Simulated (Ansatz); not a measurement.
# Ti5Si: tests of the settings

Aim, for Ti5Si: make a cell with atoms moved and axes strained at random, then test the plane-wave cutoff on the displaced cell.

Method: DFT PBE, scalar-relativistic, plane waves, PAW, in Ansatz 0.2.0.

2 further runs of the same task are left out: 1 that didn't finish, 1 set aside as unsound or not needed.

## 1. The structure to begin with

It takes space group R32 (No. 155, trigonal). The conventional cell has a = 5.046 Å, b = 5.046 Å, c = 13.323 Å, α = 90.00°, β = 90.00°, γ = 120.00°. Ti (site symmetry 3) has 9 Ti at 2.83 to 2.94 Å and 3 Si at 2.92 Å as nearest neighbours. Ti (site symmetry 2) has 8 Ti at 2.69 to 2.88 Å and 2 Si at 2.71 Å as nearest neighbours. Si (site symmetry 32) is surrounded by 12 Ti at 2.71 to 2.92 Å.

Structure file:

```xyz
6
Lattice="2.5228 1.4566 4.4409 -2.5228 1.4566 4.4409 0.0000 -2.9131 4.4409" Properties=species:S:1:pos:R:3 pbc="T T T"
Ti    0.0000    0.0000    2.0176
Ti    0.5316    1.4566    4.4409
Ti   -1.5272   -0.2679    4.4409
Ti    0.0000    0.0000   11.3051
Ti    0.9956   -1.1886    4.4409
Si    0.0000    0.0000    6.6614
```

Source of the structure: the Materials Project (structure only). It is taken as it stands there.

## 2. The base run, which the others are set against

Input file input.yaml:

```yaml
crystal:
  lattice:
    - [2.5228393509, 1.4565619783, 4.4409048145]
    - [-2.5228393509, 1.4565619783, 4.4409048145]
    - [0.0, -2.9131239567, 4.4409048145]
  atoms:
    - { symbol: Ti, position: [0.15143967, 0.15143967, 0.15143967] }
    - { symbol: Ti, position: [0.60535, 0.39465, 0.0] }
    - { symbol: Ti, position: [0.0, 0.60535, 0.39465] }
    - { symbol: Ti, position: [0.84856033, 0.84856033, 0.84856033] }
    - { symbol: Ti, position: [0.39465, 0.0, 0.60535] }
    - { symbol: Si, position: [0.5, 0.5, 0.5] }
basis:
  ecutwfc: 420
kpoints:
  mp_grid: { grid: [12, 12, 12] }
hamiltonian:
  xc: pbe
scf:
  occupations: { method: gaussian, width: 0.1 }
output:
  forces: true
  stress: true
  eigenvalues: true
  populations: true
```

Its results, from an earlier run: -2189.3187 eV/atom at zero smearing, pressure 0.02 GPa, largest force 0.027 eV/Å, no gap on the mesh, in 7 SCF cycles and 74 s.

## 3. A displaced cell, for forces

Input file input.yaml:

```yaml
crystal:
  lattice:
    - [2.5881446878, 1.4632273258, 4.4483080099]
    - [-2.5230840997, 1.4504458811, 4.4155398125]
    - [0.0214612383, -2.8797452988, 4.420795976]
  atoms:
    - { symbol: Ti, position: [0.1536244382, 0.1798274727, 0.1474436636] }
    - { symbol: Ti, position: [0.6026145207, 0.3887407449, 0.0293315758] }
    - { symbol: Ti, position: [-0.033138684, 0.6294481188, 0.4008227114] }
    - { symbol: Ti, position: [0.826575742, 0.8522278747, 0.8467902262] }
    - { symbol: Ti, position: [0.4015611026, -0.0222253565, 0.6210530498] }
    - { symbol: Si, position: [0.5150708304, 0.499047838, 0.4830431954] }
basis:
  ecutwfc: 420
kpoints:
  mp_grid: { grid: [8, 8, 8] }
hamiltonian:
  xc: pbe
scf:
  occupations: { method: gaussian, width: 0.1 }
output:
  forces: true
  stress: true
  eigenvalues: true
```

Launch:

```sh
> ansatz run input.yaml --threads 1 --pin off --max-ram 2560MiB --backend cpu --events-out ev --progress --plain --runs-dir out
```

The log of the run, cut to the lines that bear on the results:

```text
Warning: RAYON_NUM_THREADS=1 ignored (pool sized by the plan → 1); use --threads N
[...]
Pseudopotentials: kind: paw
Pseudopotential: Ti, paw, valence charge 12, recommended cutoff 420 eV (normal), Ti.paw.azcp
Pseudopotential: Si, paw, valence charge 4, recommended cutoff 420 eV (normal), Si.paw.azcp
Functional definition: PBE
[...]
Crystal: 6 atoms, lattice volume = 98.147 Å³
Basis set: ecut = 420 eV, 1925 PW (Γ), exchange–correlation on 72×72×72 points (8 copies of the dense FFT grid, shifted against one another)
Bands: 39, of which v1, the nominal top of the filled ones, is band 32 counted from 1 (31 counted from 0)
Symmetry: 1 space group operations
Space group: P1 (ITA 1), of the structure as read, at distance tolerance 4.6e-5 Å
k-points: 260 of 512 (time reversal used)
[...]
SCF iter   1: F=—  HF=-13135.514998 eV  |F-HF|=—  |Δ(HF+E_count)|=         —  Δρ=8.47e-3  dr2=1.06e-1  ethr=1.77e-3  ⟨swp⟩=7.0  Hψ=43166  notcnv=0
[...]
SCF iter   7: F=-13135.493086 eV  HF=-13135.493086 eV  |F-HF|=1.59e-8  |Δ(HF+E_count)|=   5.06e-8  Δρ=4.95e-6  dr2=2.39e-8  ethr=1.56e-10  ⟨swp⟩=9.1  Hψ=38918  notcnv=0
[...]
SCF converged after 7 iterations
Free energy (F): -13135.493086 eV
[...]
E sigma→0 (E₀):  -13135.480005 eV
Entropy (-TS):   -0.026162 eV (-4.360 meV/atom)
Fermi energy:    13.309247 eV
[...]
--- Forces (eV/Å), atoms counted from 1 ---
  atom   1  Ti     0.15136840    -0.14234155    -0.60925080
  atom   2  Ti     0.30488711     0.81255081    -1.14888176
  atom   3  Ti     1.56944623     0.49920884     0.54674705
  atom   4  Ti     0.01755059     0.09670192     1.05646511
  atom   5  Ti    -1.52944819    -0.21046131    -0.28708593
  atom   6  Si    -0.51379925    -1.05564535     0.44198848
[...]
--- Stress (GPa, compression-positive) ---
       -0.374898       1.849329      -1.933182
        1.849329       1.248865      -1.449706
       -1.933183      -1.449707       3.844032
  P = ⅓ Tr σ = 1.5727 GPa (15.727 kbar)
--- Band table (eV; the first three rows and the last of 260) ---
[...]
```

Wall time 96 s (1 thread of Intel Xeon Platinum 8259CL at 2.50GHz (Skylake/Cascade Lake), shared host); peak memory 0.96 GiB.

The change: all atoms moved at random (spread 0.07 Å), cell strained at random (1 %), on a 8×8×8 mesh.

Result: -2189.2467 eV/atom at zero smearing, pressure 1.57 GPa, largest force 1.735 eV/Å and no gap on the mesh.

## 4. Plane-wave cutoff on the displaced cell set to 200 eV

input.yaml: that of step 3 with these lines changed.

```diff
@@ -13,3 +13,3 @@
 basis:
-  ecutwfc: 420
+  ecutwfc: 200
 kpoints:
```

Launch:

```sh
> ansatz run input.yaml --threads 1 --pin off --max-ram 2560MiB --backend cpu --events-out ev --progress --plain --runs-dir out
```

The log of the run, cut to the lines that bear on the results:

```text
Warning: basis.ecutwfc = 200 eV is below the records' recommended 420 eV, and the density's cutoff is lower with it unless basis.ecutrho_ratio is high enough to keep the records' density cutoff: compare with a run at a higher cutoff
Warning: RAYON_NUM_THREADS=1 ignored (pool sized by the plan → 1); use --threads N
[...]
[... 4 set-up lines as earlier in the session ...]
[...]
Crystal: 6 atoms, lattice volume = 98.147 Å³
Basis set: ecut = 200 eV, 631 PW (Γ), exchange–correlation on 50×50×50 points (8 copies of the dense FFT grid, shifted against one another)
Bands: 39, of which v1, the nominal top of the filled ones, is band 32 counted from 1 (31 counted from 0)
[... 2 set-up lines as earlier in the session ...]
k-points: 260 of 512 (time reversal used)
[...]
SCF iter   1: F=—  HF=-13110.769743 eV  |F-HF|=—  |Δ(HF+E_count)|=         —  Δρ=8.64e-2  dr2=4.35e0  ethr=1.77e-3  ⟨swp⟩=6.5  Hψ=42607  notcnv=0
[...]
SCF iter   8: F=-13108.017987 eV  HF=-13108.017987 eV  |F-HF|=2.21e-8  |Δ(HF+E_count)|=   3.91e-8  Δρ=4.71e-6  dr2=2.99e-8  ethr=1.56e-10  ⟨swp⟩=10.5  Hψ=36804  notcnv=0
[...]
SCF converged after 8 iterations
Free energy (F): -13108.017987 eV
[...]
E sigma→0 (E₀):  -13108.004241 eV
Entropy (-TS):   -0.027493 eV (-4.582 meV/atom)
Fermi energy:    13.370454 eV
[...]
--- Forces (eV/Å), atoms counted from 1 ---
  atom   1  Ti     0.15536840    -0.08495905    -0.58746800
  atom   2  Ti     0.76256376     0.68054706    -0.97064476
  atom   3  Ti     0.72763831     0.68947009     0.56547229
  atom   4  Ti     0.00141454     0.21486252     1.01119203
  atom   5  Ti    -1.17413665    -0.56378802    -0.47787980
  atom   6  Si    -0.47284117    -0.93616041     0.45932263
[...]
--- Stress (GPa, compression-positive) ---
        8.176252       1.796071      -1.306717
        1.796071       8.266600      -1.665401
       -1.306718      -1.665401      12.216105
  P = ⅓ Tr σ = 9.5530 GPa (95.530 kbar)
--- Band table (eV; the first three rows and the last of 260) ---
[...]
```

Wall time 43 s (1 thread of Intel Xeon Platinum 8259CL at 2.50GHz (Skylake/Cascade Lake), shared host); peak memory 0.58 GiB.

This run gives -2184.6674 eV/atom at zero smearing, pressure 9.55 GPa, largest force 1.410 eV/Å and no gap on the mesh. The log warns that the cutoff lies under the recommended one.

## 5. Plane-wave cutoff on the displaced cell: 250 eV

input.yaml: that of step 4 with these lines changed.

```diff
@@ -13,3 +13,3 @@
 basis:
-  ecutwfc: 200
+  ecutwfc: 250
 kpoints:
```

Launch:

```sh
> ansatz run input.yaml --threads 1 --pin off --max-ram 2560MiB --backend cpu --events-out ev --progress --plain --runs-dir out
```

The log of the run, cut to the lines that bear on the results:

```text
Warning: basis.ecutwfc = 250 eV is below the records' recommended 420 eV, and the density's cutoff is lower with it unless basis.ecutrho_ratio is high enough to keep the records' density cutoff: compare with a run at a higher cutoff
Warning: RAYON_NUM_THREADS=1 ignored (pool sized by the plan → 1); use --threads N
[...]
[... 4 set-up lines as earlier in the session ...]
[...]
Crystal: 6 atoms, lattice volume = 98.147 Å³
Basis set: ecut = 250 eV, 891 PW (Γ), exchange–correlation on 60×60×60 points (8 copies of the dense FFT grid, shifted against one another)
Bands: 39, of which v1, the nominal top of the filled ones, is band 32 counted from 1 (31 counted from 0)
[... 2 set-up lines as earlier in the session ...]
k-points: 260 of 512 (time reversal used)
[...]
SCF iter   1: F=—  HF=-13130.814583 eV  |F-HF|=—  |Δ(HF+E_count)|=         —  Δρ=2.55e-2  dr2=3.81e-1  ethr=1.77e-3  ⟨swp⟩=6.8  Hψ=42876  notcnv=0
[...]
SCF iter   7: F=-13130.590147 eV  HF=-13130.590147 eV  |F-HF|=2.13e-8  |Δ(HF+E_count)|=   2.13e-7  Δρ=5.64e-6  dr2=4.05e-8  ethr=1.56e-10  ⟨swp⟩=9.9  Hψ=40088  notcnv=0
[...]
SCF converged after 7 iterations
Free energy (F): -13130.590147 eV
[...]
E sigma→0 (E₀):  -13130.576922 eV
Entropy (-TS):   -0.026450 eV (-4.408 meV/atom)
Fermi energy:    13.290771 eV
[...]
--- Forces (eV/Å), atoms counted from 1 ---
  atom   1  Ti     0.16779460    -0.16889355    -0.67595670
  atom   2  Ti     0.25448486     0.78089467    -1.15032771
  atom   3  Ti     1.79019893     0.51486771     0.51430220
  atom   4  Ti     0.05728911     0.09311842     1.20579247
  atom   5  Ti    -1.72469678    -0.16167546    -0.31685561
  atom   6  Si    -0.54507477    -1.05831854     0.42305679
[...]
--- Stress (GPa, compression-positive) ---
       -1.123857       1.797403      -1.896458
        1.797403       1.019342      -1.378267
       -1.896458      -1.378266       3.094153
  P = ⅓ Tr σ = 0.9965 GPa (9.965 kbar)
--- Band table (eV; the first three rows and the last of 260) ---
[...]
```

Run time: 48 s. Hardware: 1 thread of Intel Xeon Platinum 8259CL at 2.50GHz (Skylake/Cascade Lake), shared host; peak memory 0.65 GiB.

This run gives -2188.4295 eV/atom at zero smearing, pressure 1.00 GPa, largest force 1.932 eV/Å and no gap on the mesh. The log warns that the cutoff lies under the recommended one.

## 6. Plane-wave cutoff on the displaced cell: 300 eV

input.yaml: that of step 5 with these lines changed.

```diff
@@ -13,3 +13,3 @@
 basis:
-  ecutwfc: 250
+  ecutwfc: 300
 kpoints:
```

Launch:

```sh
> ansatz run input.yaml --threads 1 --pin off --max-ram 2560MiB --backend cpu --events-out ev --progress --plain --runs-dir out
```

The log of the run, cut to the lines that bear on the results:

```text
Warning: basis.ecutwfc = 300 eV is below the records' recommended 420 eV, and the density's cutoff is lower with it unless basis.ecutrho_ratio is high enough to keep the records' density cutoff: compare with a run at a higher cutoff
Warning: RAYON_NUM_THREADS=1 ignored (pool sized by the plan → 1); use --threads N
[...]
[... 4 set-up lines as earlier in the session ...]
[...]
Crystal: 6 atoms, lattice volume = 98.147 Å³
Basis set: ecut = 300 eV, 1169 PW (Γ), exchange–correlation on 64×60×60 points (8 copies of the dense FFT grid, shifted against one another)
Bands: 39, of which v1, the nominal top of the filled ones, is band 32 counted from 1 (31 counted from 0)
[... 2 set-up lines as earlier in the session ...]
k-points: 260 of 512 (time reversal used)
[...]
SCF iter   1: F=—  HF=-13134.874026 eV  |F-HF|=—  |Δ(HF+E_count)|=         —  Δρ=1.03e-2  dr2=1.20e-1  ethr=1.77e-3  ⟨swp⟩=6.9  Hψ=42892  notcnv=0
[...]
SCF iter   7: F=-13134.844560 eV  HF=-13134.844560 eV  |F-HF|=1.42e-8  |Δ(HF+E_count)|=   3.95e-8  Δρ=4.62e-6  dr2=2.55e-8  ethr=1.56e-10  ⟨swp⟩=9.2  Hψ=37027  notcnv=0
[...]
SCF converged after 7 iterations
Free energy (F): -13134.844560 eV
[...]
E sigma→0 (E₀):  -13134.831422 eV
Entropy (-TS):   -0.026276 eV (-4.379 meV/atom)
Fermi energy:    13.300080 eV
[...]
--- Forces (eV/Å), atoms counted from 1 ---
  atom   1  Ti     0.14518919    -0.13001917    -0.58572933
  atom   2  Ti     0.31548358     0.82513287    -1.15613271
  atom   3  Ti     1.56683504     0.50248893     0.55373668
  atom   4  Ti     0.00601265     0.09103049     1.01999412
  atom   5  Ti    -1.52086674    -0.22232139    -0.27051654
  atom   6  Si    -0.51264038    -1.06629612     0.43863724
[...]
--- Stress (GPa, compression-positive) ---
       -0.591165       1.842900      -1.954031
        1.842900       0.985452      -1.408185
       -1.954031      -1.408185       3.663066
  P = ⅓ Tr σ = 1.3525 GPa (13.525 kbar)
--- Band table (eV; the first three rows and the last of 260) ---
[...]
```

Run time: 57 s. Hardware: 1 thread of Intel Xeon Platinum 8259CL at 2.50GHz (Skylake/Cascade Lake), shared host; peak memory 0.74 GiB.

This run gives -2189.1386 eV/atom at zero smearing, pressure 1.35 GPa, largest force 1.736 eV/Å and no gap on the mesh. The log warns that the cutoff lies under the recommended one.

## 7. Plane-wave cutoff on the displaced cell set to 350 eV

input.yaml: that of step 6 with these lines changed.

```diff
@@ -13,3 +13,3 @@
 basis:
-  ecutwfc: 300
+  ecutwfc: 350
 kpoints:
```

Launch:

```sh
> ansatz run input.yaml --threads 1 --pin off --max-ram 2560MiB --backend cpu --events-out ev --progress --plain --runs-dir out
```

The log of the run, cut to the lines that bear on the results:

```text
Warning: basis.ecutwfc = 350 eV is below the records' recommended 420 eV, and the density's cutoff is lower with it unless basis.ecutrho_ratio is high enough to keep the records' density cutoff: compare with a run at a higher cutoff
Warning: RAYON_NUM_THREADS=1 ignored (pool sized by the plan → 1); use --threads N
[...]
[... 4 set-up lines as earlier in the session ...]
[...]
Crystal: 6 atoms, lattice volume = 98.147 Å³
Basis set: ecut = 350 eV, 1469 PW (Γ), exchange–correlation on 72×72×72 points (8 copies of the dense FFT grid, shifted against one another)
Bands: 39, of which v1, the nominal top of the filled ones, is band 32 counted from 1 (31 counted from 0)
[... 2 set-up lines as earlier in the session ...]
k-points: 260 of 512 (time reversal used)
[...]
SCF iter   1: F=—  HF=-13135.471902 eV  |F-HF|=—  |Δ(HF+E_count)|=         —  Δρ=8.54e-3  dr2=1.06e-1  ethr=1.77e-3  ⟨swp⟩=6.9  Hψ=42908  notcnv=0
[...]
SCF iter   7: F=-13135.450174 eV  HF=-13135.450174 eV  |F-HF|=1.26e-8  |Δ(HF+E_count)|=   3.35e-8  Δρ=4.30e-6  dr2=1.83e-8  ethr=1.56e-10  ⟨swp⟩=9.1  Hψ=37843  notcnv=0
[...]
SCF converged after 7 iterations
Free energy (F): -13135.450174 eV
[...]
E sigma→0 (E₀):  -13135.437083 eV
Entropy (-TS):   -0.026182 eV (-4.364 meV/atom)
Fermi energy:    13.307646 eV
[...]
--- Forces (eV/Å), atoms counted from 1 ---
  atom   1  Ti     0.15036909    -0.14222361    -0.60868083
  atom   2  Ti     0.30470434     0.81277634    -1.15023515
  atom   3  Ti     1.56695436     0.50006367     0.54737621
  atom   4  Ti     0.01799874     0.09569025     1.05548709
  atom   5  Ti    -1.52733182    -0.21055520    -0.28640721
  atom   6  Si    -0.51269512    -1.05574088     0.44244342
[...]
--- Stress (GPa, compression-positive) ---
       -0.368491       1.851867      -1.933867
        1.851867       1.254027      -1.455926
       -1.933867      -1.455926       3.857578
  P = ⅓ Tr σ = 1.5810 GPa (15.810 kbar)
--- Band table (eV; the first three rows and the last of 260) ---
[...]
```

It took 79 s on 1 thread of Intel Xeon Platinum 8259CL at 2.50GHz (Skylake/Cascade Lake), shared host; peak memory 0.84 GiB.

Result: -2189.2395 eV/atom at zero smearing, pressure 1.58 GPa, largest force 1.734 eV/Å and no gap on the mesh. The log warns that the cutoff lies under the recommended one.

## 8. Plane-wave cutoff on the displaced cell set to 600 eV

input.yaml: that of step 7 with these lines changed.

```diff
@@ -13,3 +13,3 @@
 basis:
-  ecutwfc: 350
+  ecutwfc: 600
 kpoints:
```

Launch:

```sh
> ansatz run input.yaml --threads 1 --pin off --max-ram 2560MiB --backend cpu --events-out ev --progress --plain --runs-dir out
```

The log of the run, cut to the lines that bear on the results:

```text
Warning: RAYON_NUM_THREADS=1 ignored (pool sized by the plan → 1); use --threads N
[...]
[... 4 set-up lines as earlier in the session ...]
[...]
Crystal: 6 atoms, lattice volume = 98.147 Å³
Basis set: ecut = 600 eV, 3281 PW (Γ), exchange–correlation on 90×90×90 points (8 copies of the dense FFT grid, shifted against one another)
Bands: 39, of which v1, the nominal top of the filled ones, is band 32 counted from 1 (31 counted from 0)
[... 2 set-up lines as earlier in the session ...]
k-points: 260 of 512 (time reversal used)
[...]
SCF iter   1: F=—  HF=-13135.521736 eV  |F-HF|=—  |Δ(HF+E_count)|=         —  Δρ=8.47e-3  dr2=1.06e-1  ethr=1.77e-3  ⟨swp⟩=7.2  Hψ=43464  notcnv=0
[...]
SCF iter   7: F=-13135.499976 eV  HF=-13135.499976 eV  |F-HF|=1.69e-8  |Δ(HF+E_count)|=   5.14e-8  Δρ=5.07e-6  dr2=2.55e-8  ethr=1.56e-10  ⟨swp⟩=9.2  Hψ=39237  notcnv=0
[...]
SCF converged after 7 iterations
Free energy (F): -13135.499976 eV
[...]
E sigma→0 (E₀):  -13135.486896 eV
Entropy (-TS):   -0.026160 eV (-4.360 meV/atom)
Fermi energy:    13.308648 eV
[...]
--- Forces (eV/Å), atoms counted from 1 ---
  atom   1  Ti     0.15137696    -0.14248158    -0.60931339
  atom   2  Ti     0.30438279     0.81255771    -1.14869228
  atom   3  Ti     1.56859856     0.49829652     0.54679850
  atom   4  Ti     0.01744269     0.09681328     1.05605985
  atom   5  Ti    -1.52802491    -0.20967422    -0.28685688
  atom   6  Si    -0.51377040    -1.05549836     0.44198414
[...]
--- Stress (GPa, compression-positive) ---
       -0.387747       1.849956      -1.933066
        1.849956       1.234416      -1.449744
       -1.933067      -1.449744       3.834210
  P = ⅓ Tr σ = 1.5603 GPa (15.603 kbar)
--- Band table (eV; the first three rows and the last of 260) ---
[...]
```

Wall time 2.6 min (1 thread of Intel Xeon Platinum 8259CL at 2.50GHz (Skylake/Cascade Lake), shared host); peak memory 1.3 GiB.

Read-out: -2189.2478 eV/atom at zero smearing, pressure 1.56 GPa, largest force 1.734 eV/Å and no gap on the mesh.

## 9. What the plane-wave cutoff on the displaced cell changes

ΔE: energy per atom at zero smearing, less that of the run at 600 eV. Pressure is positive in compression and holds a correction for the finite cutoff (Pulay stress).

```
cutoff (eV)  ΔE (meV/atom)  pressure (GPa)  largest change of a force component (eV/Å)  plane waves at Γ  SCF cycles  CPU time
        200           4580            9.55                                       0.841               631           8      43 s
        250            818            1.00                                       0.222               891           7      48 s
        300            109            1.35                                       0.036              1169           7      57 s
        350           8.30            1.58                                       0.002              1469           7      79 s
        420           1.15            1.57                                       0.001              1925           7      96 s
        600           0.00            1.56                                       0.000              3281           7   2.6 min
```

The times were taken beside other jobs on the same host; read them as orders of magnitude.

## 10. What came out

```
                                                                        quantity                                 value
                                                                  displaced cell  pressure 1.6 GPa, no gap on the mesh
plane-wave cutoff on the displaced cell: within 10 and 1 meV/atom of 600 eV from            350 eV for 10; none of the others for 1
```

In words: The last step in the plane-wave cutoff on the displaced cell still changes the energy by 1.15 meV/atom: the series is not settled to 1 meV/atom. Total energies converge more slowly with the cutoff than differences between like structures do. The pressure is off by up to 8.0 GPa. Forces stay within 0.01 eV/Å of the reference from 350 eV on. In some runs cutoff or mesh lie under the advised values, so their numbers carry a basis error.
